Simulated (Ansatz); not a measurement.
Runs of Ansatz 0.2.0 on SrO. It takes space group Fm-3m (No. 225, cubic). The conventional cell has a = 5.133 Å, b = 5.133 Å, c = 5.133 Å, α = 90.00°, β = 90.00°, γ = 90.00°. Around Sr (site symmetry m-3m) lie 6 O at 2.57 Å. O (site symmetry m-3m) is surrounded by 6 Sr at 2.57 Å. 

```tsv
task	level	potentials or basis	spin	cell	k mesh	cutoff (eV)	smearing	basis error allowed	mesh quality	gap on the mesh (eV)	pressure (GPa)	relaxed volume (Å³/atom)
relaxation of cell and atoms	RPBE+D4	all-electron LAPW, scalar-relativistic	off	relaxed	9 × 9 × 9	-	fermi-dirac 0.05 eV	0.001 eV/atom	not flagged	(c)	0.0	(b)
single point	LDA	all-electron LAPW, relativistic spinors	SOC, no magnetisation	as given	7 × 7 × 7	220	gaussian 0.01 eV	0.001 eV/atom	not flagged	3.23	-3.8	-
relaxation of cell and atoms	RPBE+D3(BJ)	all-electron LAPW, scalar-relativistic	off	relaxed	9 × 9 × 9	-	fermi-dirac 0.05 eV	0.001 eV/atom	not flagged	3.34	0.0	(a)
band structure	LDA	all-electron LAPW, relativistic spinors	SOC, no magnetisation	as given	7 × 7 × 7	220	fermi-dirac 0.05 eV	0.001 eV/atom	not flagged	3.23	-3.8	-
band structure	BLYP	all-electron LAPW, scalar-relativistic	off	as given	9 × 9 × 9	217	fermi-dirac 0.05 eV	0.001 eV/atom	not flagged	3.51	6.2	-
single point	HSE06+D3(BJ)	all-electron PAW datasets made for the crystal	off	as given	5 × 5 × 5	340	gaussian 0.05 eV	-	coarse	4.99	-2.4	-
```

Problem. Estimate the missing entries.

Solution. (a) 14.72; (b) 17.53; (c) 3.50.

Caveats: some runs use coarse meshes; an odd mesh through Γ misses points on the zone boundary, where band edges often lie (some runs); the volume moved by -13 % from the deposited cell, more than functionals usually miss (some runs); the mesh misses the band edges, which the band path finds closer together (some runs).

A k mesh can miss the band edges, and rows without SOC leave out spin-orbit coupling on Sr.

The runs don't all hold the same shells in valence.

Runs at the PBE level aren't shown here.
